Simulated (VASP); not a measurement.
Here is a VASP 6.6.1 calculation.

The input INCAR:

```
SYSTEM = WSe2
PREC     = Accurate       ! precision mode
ENCUT    = 600            ! plane-wave cutoff, eV
EDIFF    = 1E-7           ! SCF threshold, eV
ISMEAR   = 0              ! smearing method
SIGMA    = 0.03           ! smearing width, eV
LREAL    = .FALSE.        ! projectors in reciprocal space
LASPH    = .TRUE.         ! aspherical terms in the spheres
NELM     = 80             ! most SCF steps
ALGO     = Normal         ! electronic algorithm
ISIF     = 3              ! what is computed and relaxed
LWAVE    = .FALSE.        ! write WAVECAR
LCHARG   = .FALSE.        ! write CHGCAR
GGA      = PS             ! functional
IBRION   = 2              ! ionic algorithm
NSW      = 90             ! ionic steps
EDIFFG   = -0.005         ! ionic threshold
LATTICE_CONSTRAINTS= .TRUE. .TRUE. .FALSE.
```

File KPOINTS:

```
regular mesh
0
G
  12 12 1
  0 0 0
```

The input POSCAR:

```
WSe2                                    
1.0
    3.2722355739      0.0000000000      0.0000000000
   -1.6361177869      2.8338391357      0.0000000000
    0.0000000000      0.0000000000     21.3462600000
  Se              W             
     2     1
Direct
     0.3333333300000021    0.6666666699999979    0.4214942719796470
     0.3333333300000021    0.6666666699999979    0.5785057280203530
     0.6666666699999979    0.3333333300000021    0.5000000000000000
```

Potentials or basis: VASP PAW PBE potentials, release 64 (Se, W_sv).

Launch:

```bash
$ cat potpaw_PBE.64/Se/POTCAR potpaw_PBE.64/W_sv/POTCAR > POTCAR
$ mpirun -np 1 vasp_std > vasp.out
```

Problem. Estimate the relaxed cell.

Solution. a = 3.272 Å, b = 3.272 Å, c = 21.346 Å, α = 90.00°, β = 90.00°, γ = 120.00°.

Problem. Estimate the space group after relaxing (to 0.05 Å).

Solution. P-6m2 (No. 187).

Problem. What does it give for the relaxed volume?

Solution. 65.99 Å³/atom.

Final structure:
```
CELL_PARAMETERS angstrom
3.27244 0.00000 0.00000
-1.63622 2.83402 0.00000
0.00000 0.00000 21.34626
ATOMIC_POSITIONS crystal
Se 0.33333 0.66667 0.42151
Se 0.33333 0.66667 0.57849
W 0.66667 0.33333 0.50000
```

Caveat: the PAW data sets were made with another functional, which shifts forces and pressure a little.
